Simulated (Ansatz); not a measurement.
## SnSe2 under changes of volume

One of the cells (25.726 Å³/atom); the others are scaled copies at fixed shape and fractional positions:

```xyz
3
Lattice="3.8110 0.0000 0.0000 -1.9055 3.3004 0.0000 0.0000 0.0000 6.1360" Properties=species:S:1:pos:R:3 pbc="T T T"
Sn    0.0000    0.0000    0.0000
Se    1.9055    1.1001    4.6081
Se    0.0000    2.2003    1.5279
```

| Quantity | Value |
| --- | --- |
| Program | Ansatz 0.2.0 |
| Functional | LDA |
| Potentials or basis | Ansatz PAW |
| Cutoff | 420 eV (not typed: the program's choice for these potentials) |
| k mesh | 8 × 8 × 5 |
| Occupations | fermi-dirac, width 0.05 eV |
| Spin | spin-orbit coupling, no magnetisation |

```tsv
volume (Å³/atom)	energy over the lowest point (meV/atom)	pressure (GPa)	gap on the mesh (eV)	largest force (eV/Å)
24.182	32.00	6.0	0.70	1.131
24.697	15.82	4.1	0.67	0.896
25.212	5.50	2.4	0.64	0.679
25.726	0.41	0.8	0.62	0.479
26.241	0.00	-0.5	0.59	0.295
26.755	3.76	-1.8	0.57	0.126
27.270	?	?	?	?
```

Question: What does the run at 27.270 Å³/atom give?

Answer: Energy over the lowest point 11.23 meV/atom; pressure -2.9 GPa; gap on the mesh 0.54 eV; largest force 0.031 eV/Å.

Worked out: A Birch-Murnaghan fit of order 3 (a polynomial in V^(-2/3)) to the other rows has its minimum at 26.03 Å³/atom with B0 = V·E''(V) = 69 GPa and B' = 4.6 at fixed shape and positions, which overstates the stiffness. It gives 11.28 meV/atom at 27.270 Å³/atom, against the run's 11.23, and -dE/dV = -2.9 GPa, against -2.9. A straight line through the other rows of the gap, of slope -1.29 eV per unit of ln V, extrapolates to 0.54 eV, against the run's 0.54.

Energies are extrapolated to zero smearing.

Caveats: odd divisions of the mesh miss points on the zone boundary, where band edges often lie, so the gap on the mesh can be too wide; the PAW data sets come from PBE, with cores solved anew for the run's functional, which leaves a small shift of forces and pressure; forces of over 1 eV/Å show positions far from the minimum, so gaps and moduli don't describe the material at rest (some runs).

A mesh can miss the band edges.
